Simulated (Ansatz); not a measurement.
# TaSi2: course of a relaxation

Method: DFT r2SCAN, scalar-relativistic, plane waves, PAW in Ansatz 0.2.0. (500 eV cutoff, 12×12×6 k-mesh, Gaussian smearing of 0.10 eV, no spin polarisation)

What was changed: relaxed at -2 GPa.

Spin–orbit coupling is left out, which can shift energies with elements as heavy as these.

Command:

```bash
ansatz run input.yaml --threads 2 --pin off --max-ram 5120MiB --backend cpu --events-out ev --progress --plain --runs-dir out
```

Input:

```yaml
crystal:
  lattice:
    - [4.8104318064, 0.0, 0.0]
    - [-2.4052159032, 4.1659561475, 0.0]
    - [0.0, 0.0, 6.5965309533]
  atoms:
    - { symbol: Ta, position: [0.5, 0.0, 0.0] }
    - { symbol: Ta, position: [0.5, 0.5, 0.6666666667] }
    - { symbol: Ta, position: [0.0, 0.5, 0.3333333333] }
    - { symbol: Si, position: [0.1582725695, 0.3165451391, 0.0] }
    - { symbol: Si, position: [0.8417274305, 0.1582725695, 0.6666666667] }
    - { symbol: Si, position: [0.6834548609, 0.8417274305, 0.3333333333] }
    - { symbol: Si, position: [0.8417274305, 0.6834548609, 0.0] }
    - { symbol: Si, position: [0.1582725695, 0.8417274305, 0.6666666667] }
    - { symbol: Si, position: [0.3165451391, 0.1582725695, 0.3333333333] }
basis:
  ecutwfc: 500
kpoints:
  mp_grid: { grid: [12, 12, 6] }
hamiltonian:
  xc: r2scan
scf:
  occupations: { method: gaussian, width: 0.1 }
output:
  forces: true
  stress: true
  eigenvalues: true
relax:
  adjacent_minimum: "off"
  f_tol: 0.008
  max_steps: 50
  cell: { stress_tol: 0.08, p_target: -2.0 }
```

F is the free energy. Steps run on the plane waves of an earlier cell, but the last one, and at times one on the way, on a freshly chosen basis, so a repeated geometry can differ a little in energy. The relaxation lowers the enthalpy F + PV at the target pressure, so F itself can rise.

Steps:

| step | F − F(1) (eV) | largest force component (eV/Å) | V (Å³/atom) | P (GPa) |
| --- | --- | --- | --- | --- |
| 1 | 0.0000 | 0.001 | 14.688 | -3.63 |
| 2 | -0.0273 | 0.043 | 14.473 | -0.85 |
| 3 | -0.0202 | 0.003 | 14.564 | -2.02 |
| 4 | -0.0200 | 0.003 | 14.564 | -2.02 |

Relaxed structure:

```xyz
9
Lattice="4.7986 0.0000 0.0000 -2.3993 4.1557 0.0000 0.0000 0.0000 6.5729" Properties=species:S:1:pos:R:3 pbc="T T T"
Ta    2.3993    0.0000    0.0000
Ta    1.1997    2.0779    4.3819
Ta   -1.1997    2.0779    2.1910
Si    0.0000    1.3155    0.0000
Si    3.6594    0.6578    4.3819
Si    1.2600    3.4980    2.1910
Si    2.3993    2.8402    0.0000
Si   -1.2600    3.4980    4.3819
Si    1.1393    0.6578    2.1910
```

It takes space group P6_422 (No. 181, hexagonal). The conventional cell has a = 4.799 Å, b = 4.799 Å, c = 6.573 Å, α = 90.00°, β = 90.00°, γ = 120.00°. Ta (site symmetry 222) is surrounded by 10 Si at 2.61 to 2.84 Å. Around Si (site symmetry 2) lie 5 Si at 2.56 to 2.84 Å and 5 Ta at 2.61 to 2.84 Å.

The run converged. It took 4.1 min on 2 threads of Intel(R) Xeon(R) Processor @ 2.50GHz (Skylake/Cascade Lake) (shared host), peak memory 0.89 GiB.